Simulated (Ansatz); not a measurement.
## Defect calculation, host MoS₂

Level of theory: DFT PBE, scalar-relativistic, plane waves, PAW (Ansatz). Settings: 420 eV cutoff, 2×2×2 k-mesh, shifted by half a step, Gaussian smearing of 0.01 eV, collinear spin in charge -1 alone.

Host crystal, relaxed:

```
Mo S
1.0
     1.59259    0.91948    7.43832
    -1.59259    0.91948    7.43832
     0.00000   -1.83896    7.43832
Mo S
1 2
Direct
  0.99978 0.99978 0.99978
  0.40313 0.40313 0.40313
  0.26309 0.26309 0.26309
```

Supercell of 39 atoms, rows in host cell vectors: 2 1 -2; -2 2 1; 1 -2 2. Atoms relax at the host's cell from a start displaced at random by 0.06 Å near the defect, so other minima may exist. The cell is small, so energies carry finite-size errors of tenths of an eV. The host's Kohn–Sham gap is 1.45 eV. Atoms are taken from and returned to the elements' standard states. Charged cells are corrected for image charges with the computed static dielectric tensor (mean 9.7) and aligned with the host's potential at far atoms (alignment terms reach 1.08 eV). No band-filling term is added, and the Fermi level counts from the host's valence band top.

The defect is an interstitial at (0.812, 0.844, 0.844) of the host cell.

```tsv
charge	E_f at the valence band top (eV)	over the neutral state (eV)	moment (μB)	largest move (Å)	atoms near the site
0	1.32	0.00	0.00	1.92	1 S at 1.94 Å, 3 S at 3.13 Å
-1	2.98	1.66	1.00	1.91	1 S at 1.98 Å, 1 S at 3.05 Å, 2 S at 3.06 Å
-2	4.74	3.42	0.00	1.90	1 S at 2.00 Å, 3 S at 3.00 Å
```

Among the charges computed the stable one is 0 at the valence band top and stays so across the gap. In charge -1, -2 the extra carrier would gain by moving to a band edge of the host, so it isn't bound in the gap, though by less than the errors named above. Other sites of the defect weren't tried.

Question: Which element is it? Judge by the nearest distance in charge 0 and covalent radii.
A. Ca
B. S
C. Sc
D. Sb
E. K

Answer: B. The nearest neighbour is S at 1.94 Å, and the summed covalent radii with S are 2.81 Å for Ca, 3.08 Å for K, 2.10 Å for S, 2.44 Å for Sb, 2.75 Å for Sc, so S fits best. Bonds can miss such sums by a tenth of an ångström or more.